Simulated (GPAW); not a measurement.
GaN:

```
Ga N
1.0
     3.18000    0.00000    0.00000
    -1.59000    2.75396    0.00000
     0.00000    0.00000    5.16600
Ga N
2 2
Direct
  0.66667 0.33333 0.50000
  0.33333 0.66667 0.00000
  0.66667 0.33333 0.87500
  0.33333 0.66667 0.37500
```

```yaml
Program: GPAW 26.7.0
Task: relaxation of cell and atoms
Functional: PBEsol
Potentials_or_basis: PAW data sets generated in the run's folder for this functional
Cutoff: 800 eV
Basis: pw
k_mesh: 7 × 7 × 4
Occupations: fermi-dirac, width 0.05 eV
Spin: no spin polarisation
```

At the start: pressure 9.3 GPa; volume 11.31 Å³/atom.

Problem. How do energy, volume and symmetry change on relaxing?

Solution. Over 6 steps the energy falls by 15.8 meV/atom and the volume is 11.80 Å³/atom (+4.3 %); space group P6_3mc (No. 186, to 0.05 Å).

The path:
```tsv
step	energy change (eV)	largest force (eV/Å)	pressure (GPa)	volume (Å³)
1	0.0000	0.1775	9.30	45.24
2	-0.0198	0.0843	7.61	45.56
3	-0.0604	0.1147	1.16	46.91
4	-0.0624	0.0822	0.30	47.11
5	-0.0634	0.0246	-0.09	47.20
6	-0.0634	0.0028	-0.05	47.19
```

Final structure:
```
Ga N
1.0
     3.22380    0.00000    0.00000
    -1.61190    2.79189    0.00000
     0.00000    0.00000    5.24262
Ga N
2 2
Direct
  0.66667 0.33333 0.49899
  0.33333 0.66667 0.99899
  0.66667 0.33333 0.87601
  0.33333 0.66667 0.37600
```

Caveat: the data sets keep Ga 3d, Li 1s and Be 1s frozen, and some such compounds lay over 1.5 % in volume off other programs; later steps reuse the first step's grids.
